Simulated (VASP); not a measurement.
# NaF (Fm-3m) in VASP: single point with PBE0

Aim: the single point of NaF with PBE0.

All numbers are computed with VASP 6.6.1; they aren't measurements. Logs are shortened: lines on timing, memory, paths and dates and some standing lists are left out, and cuts for length are marked.

## Step 1: The crystal as given

The structure is cubic, space group Fm-3m (No. 225). Conventional cell: a = 4.624 Å, b = 4.624 Å, c = 4.624 Å, α = 90.00°, β = 90.00°, γ = 90.00°. Na (site symmetry m-3m) has 6 F at 2.31 Å as nearest neighbours. F (site symmetry m-3m) is surrounded by 6 Na at 2.31 Å.

## Step 2: Single point, PBE0

Input file POSCAR:

```
NaF
1.0
    0.0000000000      2.3121900000      2.3121900000
    2.3121900000      0.0000000000      2.3121900000
    2.3121900000      2.3121900000      0.0000000000
Na F
1 1
Direct
    0.0000000000      0.0000000000      0.0000000000
    0.5000000000      0.5000000000      0.5000000000
```

Input file INCAR.step1:

```
SYSTEM = NaF
ALGO = Normal
EDIFF = 1E-5
ENCUT = 520
GGA = PE
ISIF = 2
ISMEAR = 0
LASPH = .TRUE.
LCHARG = .FALSE.
LREAL = .FALSE.
LWAVE = .TRUE.
NBANDS = 14
NELM = 80
PREC = Accurate
SIGMA = 0.02
```

Input file INCAR.step2:

```
SYSTEM = NaF
AEXX = 0.25
ALGO = Normal
EDIFF = 1E-6
ENCUT = 520
GGA = PE
ISIF = 2
ISMEAR = 0
ISTART = 1
LASPH = .TRUE.
LCHARG = .FALSE.
LHFCALC = .TRUE.
LREAL = .FALSE.
LWAVE = .FALSE.
NBANDS = 14
NELM = 80
PREC = Accurate
PRECFOCK = Fast
SIGMA = 0.02
```

Input file KPOINTS:

```
k-points
0
G
  6 6 6
  0 0 0
```

Potentials or basis: VASP PAW PBE potentials, release 64 (Na_pv, F).

The run is started by

```console
$ cat potpaw_PBE.64/Na_pv/POTCAR potpaw_PBE.64/F/POTCAR > POTCAR
$ cp INCAR.step1 INCAR
$ mpirun -np 1 vasp_std > vasp.out
$ cp INCAR.step2 INCAR
$ mpirun -np 1 vasp_std > vasp.out
```

OUTCAR:

```text
SYSTEM = NaF
   AEXX = 0.25
   EDIFF = 1E-6
   ENCUT = 520
   GGA = PE
   ISIF = 2
   ISMEAR = 0
   ISTART = 1
   LASPH = .TRUE.
   LHFCALC = .TRUE.
   LREAL = .FALSE.
   NELM = 80
   PREC = Accurate
   PRECFOCK = Fast

 ion  position               nearest neighbor table
   1  0.000  0.000  0.000-   2 2.31   2 2.31   2 2.31   2 2.31   2 2.31   2 2.31
   2  0.500  0.500  0.500-   1 2.31   1 2.31   1 2.31   1 2.31   1 2.31   1 2.31

  LATTYP: Found a face centered cubic cell.
 ALAT       =     4.6243800000

  Lattice vectors:

 A1 = (   0.0000000000,   2.3121900000,   2.3121900000)
 A2 = (   2.3121900000,   0.0000000000,   2.3121900000)
 A3 = (   2.3121900000,   2.3121900000,   0.0000000000)

Analysis of symmetry for initial positions (statically):
=====================================================================
 Subroutine PRICEL returns:
 Original cell was already a primitive cell.

 Routine SETGRP: Setting up the symmetry group for a
 face centered cubic supercell.

 Subroutine GETGRP returns: Found 48 space group operations
 (whereof 48 operations were pure point group operations)
 out of a pool of 48 trial point group operations.

The static configuration has the point symmetry O_h .

Analysis of symmetry for dynamics (positions and initial velocities):
=====================================================================
 Subroutine PRICEL returns:
 Original cell was already a primitive cell.

 Routine SETGRP: Setting up the symmetry group for a
 face centered cubic supercell.

 Subroutine GETGRP returns: Found 48 space group operations
 (whereof 48 operations were pure point group operations)
 out of a pool of 48 trial point group operations.

The dynamic configuration has the point symmetry O_h .

 Subroutine INISYM returns: Found 48 space group operations
 (whereof 48 operations are pure point group operations),
 and found     1 'primitive' translations

----------------------------------------------------------------------------------------

                                     Primitive cell

  volume of cell :      24.7230

  direct lattice vectors                    reciprocal lattice vectors
     0.000000000  2.312190000  2.312190000    -0.216245205  0.216245205  0.216245205
     2.312190000  0.000000000  2.312190000     0.216245205 -0.216245205  0.216245205
     2.312190000  2.312190000  0.000000000     0.216245205  0.216245205 -0.216245205

  length of vectors
     3.269930457  3.269930457  3.269930457     0.374547682  0.374547682  0.374547682

  position of ions in fractional coordinates (direct lattice)
     0.000000000  0.000000000  0.000000000
     0.500000000  0.500000000  0.500000000

  ion indices of the primitive-cell ions
   primitive index   ion index
                 1           1
                 2           2

----------------------------------------------------------------------------------------

 KPOINTS: k-points

Automatic generation of k-mesh.
 Grid dimensions read from file:
 generate k-points for:    6    6    6

 Generating k-lattice:

  Cartesian coordinates                     Fractional coordinates (reciprocal lattice)
    -0.036040867  0.036040867  0.036040867     0.166666667  0.000000000  0.000000000
     0.036040867 -0.036040867  0.036040867     0.000000000  0.166666667  0.000000000
     0.036040867  0.036040867 -0.036040867     0.000000000  0.000000000  0.166666667

  Length of vectors
     0.062424614  0.062424614  0.062424614

  Shift w.r.t. Gamma in fractional coordinates (k-lattice)
     0.000000000  0.000000000  0.000000000

 Subroutine IBZKPT returns following result:
 ===========================================

 Found     16 irreducible k-points:

 Following reciprocal coordinates:
            Coordinates               Weight
  0.000000  0.000000  0.000000      1.000000
  0.166667  0.000000  0.000000      8.000000
  0.333333  0.000000  0.000000      8.000000
  0.500000  0.000000  0.000000      4.000000
  0.166667  0.166667  0.000000      6.000000
  0.333333  0.166667  0.000000     24.000000
[... 8 lines left out ...]
 -0.333333  0.333333  0.166667     24.000000
 -0.333333  0.500000  0.166667     12.000000
   k-points           NKPTS =     16   k-points in BZ     NKDIM =    216   number of bands    NBANDS=     14
   number of dos      NEDOS =    301   number of ions     NIONS =      2
   total plane-waves  NPLWV =  13824
   dimension x,y,z NGX =    24 NGY =   24 NGZ =   24
   dimension x,y,z NGXF=    48 NGYF=   48 NGZF=   48
   ions per type =               1   1
   NGX,Y,Z   is equivalent  to a cutoff of  12.20, 12.20, 12.20 a.u.
   NGXF,Y,Z  is equivalent  to a cutoff of  24.40, 24.40, 24.40 a.u.
 SYSTEM =  NaF
   PREC   = accura    normal or accurate (medium, high low for compatibility)
   ISTART =      1    job   : 0-new  1-cont  2-samecut
   ICHARG =      0    charge: 1-file 2-atom 10-const
   ISPIN  =      1    spin polarized calculation?
   LNONCOLLINEAR =      F non collinear calculations
   LSORBIT =      F    spin-orbit coupling
   LASPH  =      T    aspherical Exc in radial PAW
   ENCUT  =  520.0 eV  38.22 Ry    6.18 a.u.   6.08  6.08  6.08*2*pi/ulx,y,z
   NELM   =     80;   NELMIN=  2; NELMDL=  0     # of ELM steps
   EDIFF  = 0.1E-05   stopping-criterion for ELM
   LREAL  =      F    real-space projection
   EDIFFG = 0.1E-04   stopping-criterion for IOM
   NSW    =      0    number of steps for IOM
   IBRION =     -1    ionic relax: 0-MD 1-quasi-New 2-CG
   NFREE  =      0    steps in history (QN), initial steepest desc. (CG)
   ISIF   =      2    stress and relaxation
   ISYM   =      3    0-nonsym 1-usesym 2-fastsym
   POTIM  = 0.5000    time-step for ionic-motion
   TEBEG  =    0.0;   TEEND  =   0.0 temperature during run
   PSTRESS=    0.0 pullay stress
   NELECT =      14.0000    total number of electrons
   NUPDOWN=      -1.0000    fix difference up-down
   EMIN   =  10.00;   EMAX   =-10.00  energy-range for DOS
   EFERMI =   0.00;   METHOD = LEGACY
   ISMEAR =     0;   SIGMA  =   0.02  broadening in eV -4-tet -1-fermi 0-gaus
   EFERMI_NEDOS =   21; number of points for ismear=-14 and -15
   IALGO  =     38    algorithm
   IMIX   =      1    mixing-type and parameters
     AMIX     =   0.40;   BMIX     =  1.00
     AMIX_MAG =   1.60;   BMIX_MAG =  1.00
  volume/ion in A,a.u.               =      12.36        83.42
  Fermi-wavevector in a.u.,A,eV,Ry     =   1.354412  2.559467 24.958945  1.834431
  Thomas-Fermi vector in A             =   2.481585
   LORBIT       =      0    0 simple, 1 ext, 2 COOP (PROOUT), +10 PAW based schemes
   GGA     = PE    functional components
   LHFCALC =     T    Hartree Fock is set to
   PRECFOCK=fast      Normal, Fast or Accurate (Low or Medium for compatibility)
   ENCUT4O =  -1.0   cutoff for four orbital integrals eV
   NKREDX  =     1    reduce k-point grid by
   NKREDY  =     1    reduce k-point grid by
   NKREDZ  =     1    reduce k-point grid by
   AEXX    =    0.2500 exact exchange contribution
   HFSCREEN=    0.0000 screening length (either q_TF or 0.3 A-1)
   HFSCREENC=   0.0000 screening length for correlation (either q_TF or 0.3 A-1)
   ENCUTFOCK=  -1.0 apply spherical cutoff to Coloumb kernel
   IVDW    =     0    specifies the selected vdW correction
   LEPSILON=     F    determine dielectric tensor
   LRPA    =     F    only Hartree local field effects (RPA)
 non-spin polarized calculation
 Gauss-broadening in eV      SIGMA  =   0.02
  energy-cutoff  :      520.00
  volume of cell :       24.72
 maximum number of plane-waves:       680
  NGX = 14; NGY = 14; NGZ = 14

 number of electron      13.9999984 magnetization

 Free energy of the ion-electron system (eV)
  ---------------------------------------------------
  ext. energy  EPLUGINS =         0.00000000
  ---------------------------------------------------
  free energy    TOTEN  =       -10.83930907 eV

  energy without entropy =      -10.83930907  energy(sigma->0) =      -10.83930907

 E-fermi :  -3.9137     XC(G=0):  -7.1472

 val. band max:       -4.1582303567   @ k =   0.0000   0.0000   0.0000
 cond. band min:       5.1044085086   @ k =   0.0000   0.0000   0.0000
 fundamental gap:      9.2626388652
 Fermi energy:        -3.9137265765

 k-point     1 :       0.0000    0.0000    0.0000
  band No.  band energies     occupation
      1     -24.9035      2.00000
      2     -24.5079      2.00000
      3     -24.5079      2.00000
      4     -24.5079      2.00000
      5      -4.1583      2.00000
      6      -4.1583      2.00000
      7      -4.1582      2.00000
      8       5.1044      0.00000
      9      18.0389      0.00000
     10      18.0389      0.00000
     11      18.0389      0.00000
     12      20.6235      0.00000
     13      23.3186      0.00000
     14      23.3186      0.00000

 k-point     2 :       0.1667    0.0000    0.0000
  band No.  band energies     occupation
      1     -25.1424      2.00000
      2     -24.5106      2.00000
      3     -24.5106      2.00000
      4     -24.2307      2.00000
      5      -4.6442      2.00000
      6      -4.2284      2.00000
      7      -4.2283      2.00000
      8       6.0486      0.00000
      9      15.4620      0.00000
     10      18.4678      0.00000
     11      18.4678      0.00000
     12      22.4507      0.00000
     13      22.4507      0.00000
     14      23.3113      0.00000
[... 207 lines left out ...]
      1     -25.2034      2.00000
      2     -24.5807      2.00000
      3     -24.5579      2.00000
      4     -24.0049      2.00000
      5      -5.3444      2.00000
      6      -4.9280      2.00000
      7      -4.6000      2.00000
      8      11.3412      0.00000
      9      11.9121      0.00000
     10      15.2840      0.00000
     11      17.2316      0.00000
     12      21.8686      0.00000
     13      22.6271      0.00000
     14      27.4788      0.00000

 k-point    16 :      -0.3333    0.5000    0.1667
  band No.  band energies     occupation
      1     -25.0074      2.00000
      2     -24.6223      2.00000
      3     -24.5803      2.00000
      4     -24.1646      2.00000
      5      -5.2981      2.00000
      6      -4.8471      2.00000
      7      -4.7222      2.00000
      8      12.1567      0.00000
      9      12.1876      0.00000
     10      13.7105      0.00000
     11      16.9650      0.00000
     12      20.7488      0.00000
     13      25.3708      0.00000
     14      25.5212      0.00000

------------------------ aborting loop because EDIFF is reached ----------------------------------------

  FORCE on cell =-STRESS in cart. coord.  units (eV):
  Direction    XX          YY          ZZ          XY          YZ          ZX
  --------------------------------------------------------------------------------------
  -------------------------------------------------------------------------------------
  Total        0.0712375      0.0712375      0.0712375      0.0000000      0.0000000      0.0000000
  in kB        4.6165594      4.6165594      4.6165594      0.0000000      0.0000000      0.0000000
  external PRESSURE =       4.6165594 kB  Pullay stress =       0.0000000 kB

 VOLUME and BASIS-vectors are now :
 -----------------------------------------------------------------------------
  energy-cutoff  :      520.00
  volume of cell :       24.72
      direct lattice vectors                 reciprocal lattice vectors
     0.000000000  2.312190000  2.312190000    -0.216245205  0.216245205  0.216245205
     2.312190000  0.000000000  2.312190000     0.216245205 -0.216245205  0.216245205
     2.312190000  2.312190000  0.000000000     0.216245205  0.216245205 -0.216245205

 POSITION                                       TOTAL-FORCE (eV/Angst)
 -----------------------------------------------------------------------------------
      0.00000      0.00000      0.00000         0.000000     -0.000000     -0.000000
      2.31219      2.31219      2.31219        -0.000000      0.000000      0.000000
 -----------------------------------------------------------------------------------
    total drift:                                0.000000      0.000000      0.000000

  FREE ENERGIE OF THE ION-ELECTRON SYSTEM (eV)
  ---------------------------------------------------
  free  energy   TOTEN  =       -10.8393090682 eV

  energy  without entropy=      -10.8393090682  energy(sigma->0) =      -10.83930907
```

Wall time 3.5 min (1 thread of Intel Xeon Platinum 8259CL at 2.50GHz (Skylake/Cascade Lake), shared host); peak memory 0.14 GiB.

What came out:

```
Free energy            : -10.8393 eV
Pressure               : 0.5 GPa
Band gap on the k mesh : 9.26 eV, direct
```

Caveat: the PAW data sets were made with another functional, which shifts forces and pressure a little.
